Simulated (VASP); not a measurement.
# HfN (F-43m) in VASP: further runs

Runs on HfN. Level: PBEsol. Tasks: single point.

Everything below comes from runs of VASP 6.6.1. Logs are shortened: lines on timing, memory, paths and dates and some standing lists are left out, and cuts for length are marked.

### 1 Starting point

It takes space group F-43m (No. 216, cubic). Conventional cell: a = 4.910 Å, b = 4.910 Å, c = 4.910 Å, α = 90.00°, β = 90.00°, γ = 90.00°. Around Hf (site symmetry -43m) lie 4 N at 2.13 Å. Around N (site symmetry -43m) lie 4 Hf at 2.13 Å.

The cell comes from a database or a generator and needn't be the stable form of this composition.

### 2 Single point, PBEsol

Contents of INCAR:

```
SYSTEM = HfN
PREC = Accurate ; ENCUT = 520
EDIFF = 1E-5 ; ISMEAR = 0
SIGMA = 0.05 ; LREAL = .False.
LASPH = .True. ; NELM = 100
ALGO = Normal ; ISIF = 2
LWAVE = .False. ; LCHARG = .False.
GGA = PS ; ADDGRID = .False.
```

Contents of KPOINTS:

```
Automatic mesh
0
Gamma
  10 10 10
  0 0 0
```

Contents of POSCAR:

```
HfN
1.0
    0.0000000000      2.4548220000      2.4548220000
    2.4548220000      0.0000000000      2.4548220000
    2.4548220000      2.4548220000      0.0000000000
Hf N
1 1
Direct
    0.0013890000     -0.0035870000      0.0084710000
    0.2560200000      0.2829830000      0.2320270000
```

Potentials or basis: VASP PAW PBE potentials, release 64 (Hf_pv, N).

Command:

```bash
$ cat potpaw_PBE.64/Hf_pv/POTCAR potpaw_PBE.64/N/POTCAR > POTCAR
$ mpirun -np 1 vasp_std > vasp.out
```

OUTCAR:

```text
SYSTEM = HfN
   PREC = Accurate
   ENCUT = 520
   EDIFF = 1E-5
   ISMEAR = 0
   LREAL = .False.
   LASPH = .True.
   NELM = 100
   ISIF = 2
   GGA = PS

 Found    504 irreducible k-points:

 Following reciprocal coordinates:
            Coordinates               Weight
  0.000000  0.000000  0.000000      1.000000
  0.100000  0.000000  0.000000      2.000000
  0.000000  0.100000  0.000000      2.000000
  0.000000  0.000000  0.100000      2.000000
  0.100000  0.100000  0.100000      2.000000
  0.200000  0.000000  0.000000      2.000000
   k-points           NKPTS =    504   k-points in BZ     NKDIM =    504   number of bands    NBANDS=     11
   number of dos      NEDOS =    301   number of ions     NIONS =      2
   total plane-waves  NPLWV =  21952
   dimension x,y,z NGX =    28 NGY =   28 NGZ =   28
   dimension x,y,z NGXF=    56 NGYF=   56 NGZF=   56
   ions per type =               1   1
   NGX,Y,Z   is equivalent  to a cutoff of  13.41, 13.41, 13.41 a.u.
   NGXF,Y,Z  is equivalent  to a cutoff of  26.82, 26.82, 26.82 a.u.
 SYSTEM =  HfN
   PREC   = accura    normal or accurate (medium, high low for compatibility)
   ISTART =      0    job   : 0-new  1-cont  2-samecut
   ICHARG =      2    charge: 1-file 2-atom 10-const
   ISPIN  =      1    spin polarized calculation?
   LNONCOLLINEAR =      F non collinear calculations
   LSORBIT =      F    spin-orbit coupling
   LASPH  =      T    aspherical Exc in radial PAW
   ENCUT  =  520.0 eV  38.22 Ry    6.18 a.u.   6.45  6.45  6.45*2*pi/ulx,y,z
   NELM   =    100;   NELMIN=  2; NELMDL= -5     # of ELM steps
   EDIFF  = 0.1E-04   stopping-criterion for ELM
   LREAL  =      F    real-space projection
   EDIFFG = 0.1E-03   stopping-criterion for IOM
   NSW    =      0    number of steps for IOM
   IBRION =     -1    ionic relax: 0-MD 1-quasi-New 2-CG
   NFREE  =      0    steps in history (QN), initial steepest desc. (CG)
   ISIF   =      2    stress and relaxation
   ISYM   =      2    0-nonsym 1-usesym 2-fastsym
   POTIM  = 0.5000    time-step for ionic-motion
   TEBEG  =    0.0;   TEEND  =   0.0 temperature during run
   PSTRESS=    0.0 pullay stress
   NELECT =      15.0000    total number of electrons
   NUPDOWN=      -1.0000    fix difference up-down
   EMIN   =  10.00;   EMAX   =-10.00  energy-range for DOS
   EFERMI =   0.00;   METHOD = LEGACY
   ISMEAR =     0;   SIGMA  =   0.05  broadening in eV -4-tet -1-fermi 0-gaus
   EFERMI_NEDOS =   21; number of points for ismear=-14 and -15
   IALGO  =     38    algorithm
   IMIX   =      4    mixing-type and parameters
     AMIX     =   0.40;   BMIX     =  1.00
     AMIX_MAG =   1.60;   BMIX_MAG =  1.00
  volume/ion in A,a.u.               =      14.79        99.83
  Fermi-wavevector in a.u.,A,eV,Ry     =   1.305395  2.466839 23.185087  1.704056
  Thomas-Fermi vector in A             =   2.436267
   LORBIT       =      0    0 simple, 1 ext, 2 COOP (PROOUT), +10 PAW based schemes
   GGA     = PS    functional components
   LHFCALC =     F    Hartree Fock is set to
   AEXX    =    0.0000 exact exchange contribution
   IVDW    =     0    specifies the selected vdW correction
   LEPSILON=     F    determine dielectric tensor
   LRPA    =     F    only Hartree local field effects (RPA)
 non-spin polarized calculation
 Gauss-broadening in eV      SIGMA  =   0.05
  energy-cutoff  :      520.00
  volume of cell :       29.59
 maximum number of plane-waves:       821
 NGX is ok and might be reduce to    28
   NGX = 13   NGY = 13   NGZ = 13

 number of electron      15.0000000 magnetization

 Free energy of the ion-electron system (eV)
  ---------------------------------------------------
  ext. energy  EPLUGINS =         0.00000000
  ---------------------------------------------------
  free energy    TOTEN  =       -22.16893419 eV

  energy without entropy =      -22.16800513  energy(sigma->0) =      -22.16846966

 E-fermi :   5.5325     XC(G=0): -11.3943

 val. band max:        5.5320183600   @ k =  -0.1000  -0.3000   0.5000
 cond. band min:       5.5337010390   @ k =   0.0000   0.1000   0.1000
 fundamental gap:      0.0016826790
 Fermi energy:         5.5325085594

 k-point     1 :       0.0000    0.0000    0.0000
  band No.  band energies     occupation
      1     -25.4689      2.00000
      2     -25.4455      2.00000
      3     -25.4398      2.00000
      4     -10.5014      2.00000
      5      -0.0001      2.00000
      6       0.1504      2.00000
      7       0.3197      2.00000
      8       4.8438      2.00000
      9       7.7803      0.00000
     10       7.7928      0.00000
     11      11.5582      0.00000

 k-point     2 :       0.1000    0.0000    0.0000
  band No.  band energies     occupation
      1     -25.5034      2.00000
      2     -25.4657      2.00000
      3     -25.4455      2.00000
      4     -10.3792      2.00000
      5      -0.1136      2.00000
      6       0.1492      2.00000
      7       0.3668      2.00000
      8       5.3545      2.00000
      9       7.6246      0.00000
     10       7.6350      0.00000
     11      11.8243      0.00000

 k-point     3 :       0.0000    0.1000    0.0000
  band No.  band energies     occupation
      1     -25.5198      2.00000
      2     -25.4524      2.00000
      3     -25.4460      2.00000
      4     -10.3653      2.00000
      5      -0.1996      2.00000
      6       0.2490      2.00000
      7       0.3970      2.00000
      8       5.3361      2.00000
      9       7.5832      0.00000
     10       7.5897      0.00000
     11      11.8544      0.00000

 k-point     4 :       0.0000    0.0000    0.1000
  band No.  band energies     occupation
      1     -25.4911      2.00000
      2     -25.4706      2.00000
      3     -25.4494      2.00000
      4     -10.3932      2.00000
      5       0.0035      2.00000
      6       0.1212      2.00000
      7       0.2338      2.00000
      8       5.3940      1.99991
      9       7.6591      0.00000
     10       7.6672      0.00000
     11      11.3832      0.00000

 k-point     5 :       0.1000    0.1000    0.1000
  band No.  band energies     occupation
      1     -25.4941      2.00000
      2     -25.4696      2.00000
      3     -25.4488      2.00000
      4     -10.3881      2.00000
      5      -0.0449      2.00000
      6       0.1148      2.00000
      7       0.3059      2.00000
      8       5.3758      1.99999
      9       7.6442      0.00000
     10       7.6596      0.00000
     11      11.5150      0.00000

 k-point     6 :       0.2000    0.0000    0.0000
  band No.  band energies     occupation
      1     -25.6245      2.00000
      2     -25.4853      2.00000
      3     -25.4602      2.00000
      4     -10.0699      2.00000
      5      -0.4262      2.00000
      6       0.3819      2.00000
      7       0.4798      2.00000
      8       6.3980      0.00000
      9       7.4076      0.00000
     10       7.4739      0.00000
     11      11.4809      0.00000

 [... further k-points ...]
[... 5 lines left out ...]
  --------------------------------------------------------------------------------------
  -------------------------------------------------------------------------------------
  Total       -0.8313111     -0.7979513     -0.8240373     -1.0384558     -0.3844515      0.5937831
  in kB      -45.0177860    -43.2112643    -44.6238930    -56.2352417    -20.8191102     32.1549928
  external PRESSURE =     -44.2843145 kB  Pullay stress =       0.0000000 kB

 VOLUME and BASIS-vectors are now :
 -----------------------------------------------------------------------------
  energy-cutoff  :      520.00
  volume of cell :       29.59
      direct lattice vectors                 reciprocal lattice vectors
     0.000000000  2.454822000  2.454822000    -0.203680756  0.203680756  0.203680756
     2.454822000  0.000000000  2.454822000     0.203680756 -0.203680756  0.203680756
     2.454822000  2.454822000  0.000000000     0.203680756  0.203680756 -0.203680756

 POSITION                                       TOTAL-FORCE (eV/Angst)
 -----------------------------------------------------------------------------------
      2.46681      0.02420      2.44943         0.435650     -0.689656      1.238187
      1.26426      1.19807      1.32316        -0.435650      0.689656     -1.238187
 -----------------------------------------------------------------------------------
    total drift:                                0.000069     -0.000040     -0.000128

  FREE ENERGIE OF THE ION-ELECTRON SYSTEM (eV)
  ---------------------------------------------------
  free  energy   TOTEN  =       -22.1689341887 eV

  energy  without entropy=      -22.1680051299  energy(sigma->0) =      -22.16846966
```

Wall time 58 s (1 thread of Intel Xeon 6975P-C (Granite Rapids), shared host); peak memory 0.31 GiB.

The run converged, but some of its settings lie outside the range that counts as converged, so its numbers aren't taken as properties of the crystal.

What came out:

```
Free energy            : -22.1689 eV
Pressure               : -4.4 GPa
Largest force          : 1.483 eV/Å
Band gap on the k mesh : none (metal or under the smearing width)
```

Caveat: the PAW data sets were made with another functional, which shifts forces and pressure a little.

### 3 Single point, PBEsol

Contents of INCAR:

```
SYSTEM = HfN
PREC = Accurate ; ENCUT = 460
EDIFF = 1E-7 ; ISMEAR = 0
SIGMA = 0.05 ; LREAL = .False.
LASPH = .True. ; NELM = 100
ALGO = Normal ; ISIF = 2
LWAVE = .False. ; LCHARG = .False.
GGA = PS ; ADDGRID = .False.
```

Contents of KPOINTS:

```
Automatic mesh
0
Gamma
  12 12 12
  0 0 0
```

Contents of POSCAR:

```
HfN
1.0
    0.0000000000      2.4548220000      2.4548220000
    2.4548220000      0.0000000000      2.4548220000
    2.4548220000      2.4548220000      0.0000000000
Hf N
1 1
Direct
    0.0000000000      0.0000000000      0.0000000000
    0.2500000000      0.2500000000      0.2500000000
```

Potentials or basis: VASP PAW PBE potentials, release 64 (Hf_pv, N).

Command:

```bash
$ cat potpaw_PBE.64/Hf_pv/POTCAR potpaw_PBE.64/N/POTCAR > POTCAR
$ mpirun -np 1 vasp_std > vasp.out
```

Wall time 6.2 s (1 thread of Intel Xeon 6975P-C (Granite Rapids), shared host); peak memory 0.15 GiB.

These settings aren't checked as converged: the numbers below hold their error.

Results:

```yaml
Free_energy: -22.2483 eV
Pressure: -6.3 GPa
Band_gap_on_the_k_mesh: none (metal or under the smearing width)
```

Caveat: the cutoff is under 1.25 times the usual one of these potentials, so pressure, stress and relaxed cells hold a basis-set (Pulay) error; the PAW data sets were made with another functional, which shifts forces and pressure a little.

### 4 Single point, PBEsol

INCAR is that of step 3.

KPOINTS is that of step 3.

Contents of POSCAR:

```
HfN
1.0
    0.0000000000      2.4548220000      2.4548220000
    2.4548220000      0.0000000000      2.4548220000
    2.4548220000      2.4548220000      0.0000000000
Hf N
1 1
Direct
    0.0013890000     -0.0035870000      0.0084710000
    0.2560200000      0.2829830000      0.2320270000
```

Potentials or basis: VASP PAW PBE potentials, release 64 (Hf_pv, N).

Command:

```bash
$ cat potpaw_PBE.64/Hf_pv/POTCAR potpaw_PBE.64/N/POTCAR > POTCAR
$ mpirun -np 1 vasp_std > vasp.out
```

OUTCAR:

```text
SYSTEM = HfN
   PREC = Accurate
   ENCUT = 460
   EDIFF = 1E-7
   ISMEAR = 0
   LREAL = .False.
   LASPH = .True.
   NELM = 100
   ISIF = 2
   GGA = PS

 Found    868 irreducible k-points:

 Following reciprocal coordinates:
            Coordinates               Weight
  0.000000  0.000000  0.000000      1.000000
  0.083333  0.000000  0.000000      2.000000
  0.000000  0.083333  0.000000      2.000000
  0.000000  0.000000  0.083333      2.000000
  0.083333  0.083333  0.083333      2.000000
  0.166667  0.000000  0.000000      2.000000
   k-points           NKPTS =    868   k-points in BZ     NKDIM =    868   number of bands    NBANDS=     11
   number of dos      NEDOS =    301   number of ions     NIONS =      2
   total plane-waves  NPLWV =  13824
   dimension x,y,z NGX =    24 NGY =   24 NGZ =   24
   dimension x,y,z NGXF=    48 NGYF=   48 NGZF=   48
   ions per type =               1   1
   NGX,Y,Z   is equivalent  to a cutoff of  11.49, 11.49, 11.49 a.u.
   NGXF,Y,Z  is equivalent  to a cutoff of  22.99, 22.99, 22.99 a.u.
 SYSTEM =  HfN
   PREC   = accura    normal or accurate (medium, high low for compatibility)
   ISTART =      0    job   : 0-new  1-cont  2-samecut
   ICHARG =      2    charge: 1-file 2-atom 10-const
   ISPIN  =      1    spin polarized calculation?
   LNONCOLLINEAR =      F non collinear calculations
   LSORBIT =      F    spin-orbit coupling
   LASPH  =      T    aspherical Exc in radial PAW
   ENCUT  =  460.0 eV  33.81 Ry    5.81 a.u.   6.07  6.07  6.07*2*pi/ulx,y,z
   NELM   =    100;   NELMIN=  2; NELMDL= -5     # of ELM steps
   EDIFF  = 0.1E-06   stopping-criterion for ELM
[... 63 lines left out ...]
      7       0.3198      2.00000
      8       4.8447      2.00000
      9       7.7820      0.00000
     10       7.7958      0.00000
     11      11.5622      0.00000
[... 57 lines left out ...]
 k-point     6 :       0.1667    0.0000    0.0000
  band No.  band energies     occupation
      1     -25.5731      2.00000
      2     -25.4767      2.00000
      3     -25.4506      2.00000
      4     -10.1859      2.00000
      5      -0.3350      2.00000
      6       0.2918      2.00000
      7       0.4396      2.00000
      8       6.0508      0.00000
      9       7.4589      0.00000
     10       7.5005      0.00000
     11      11.6623      0.00000

 [... further k-points ...]
[... 5 lines left out ...]
  --------------------------------------------------------------------------------------
  -------------------------------------------------------------------------------------
  Total       -0.8790104     -0.8916573     -0.9429381     -1.0217277     -0.4050704      0.6064544
  in kB      -47.6008385    -48.2856993    -51.0626958    -55.3293699    -21.9356809     32.8411788
  external PRESSURE =     -48.9830779 kB  Pullay stress =       0.0000000 kB

 VOLUME and BASIS-vectors are now :
 -----------------------------------------------------------------------------
  energy-cutoff  :      460.00
  volume of cell :       29.59
      direct lattice vectors                 reciprocal lattice vectors
     0.000000000  2.454822000  2.454822000    -0.203680756  0.203680756  0.203680756
     2.454822000  0.000000000  2.454822000     0.203680756 -0.203680756  0.203680756
     2.454822000  2.454822000  0.000000000     0.203680756  0.203680756 -0.203680756

 POSITION                                       TOTAL-FORCE (eV/Angst)
 -----------------------------------------------------------------------------------
      2.46681      0.02420      2.44943         0.475360     -0.719520      1.199025
      1.26426      1.19807      1.32316        -0.475360      0.719520     -1.199025
 -----------------------------------------------------------------------------------
    total drift:                                0.000015      0.000116      0.000059

  FREE ENERGIE OF THE ION-ELECTRON SYSTEM (eV)
  ---------------------------------------------------
  free  energy   TOTEN  =       -22.1703226528 eV

  energy  without entropy=      -22.1694744775  energy(sigma->0) =      -22.16989857
```

stdout:

```text
POSCAR found type information on POSCAR HfN
 POSCAR found :  2 types and       2 ions
 scaLAPACK will be used
 -----------------------------------------------------------------------------
|                                                                             |
|                                                                             |
|     You enforced a specific xc type in the INCAR file but a different       |
|     I HOPE YOU KNOW WHAT YOU ARE DOING!                                     |
|                                                                             |
 -----------------------------------------------------------------------------

 LDA part: xc-table for (Slater+PW92), standard interpolation
 POSCAR, INCAR and KPOINTS ok, starting setup
 FFT: planning ... GRIDC
 FFT: planning ... GRID_SOFT
 FFT: planning ... GRID
 WAVECAR not read
 entering main loop
```

Wall time 53 s (1 thread of Intel Xeon 6975P-C (Granite Rapids), shared host); peak memory 0.37 GiB.

These settings aren't checked as converged: the numbers below hold their error.

Results:

```
Free energy            : -22.1703 eV
Pressure               : -4.9 GPa
Largest force          : 1.477 eV/Å
Band gap on the k mesh : none (metal or under the smearing width)
```

Caveat: the cutoff is under 1.25 times the usual one of these potentials, so pressure, stress and relaxed cells hold a basis-set (Pulay) error; the PAW data sets were made with another functional, which shifts forces and pressure a little.
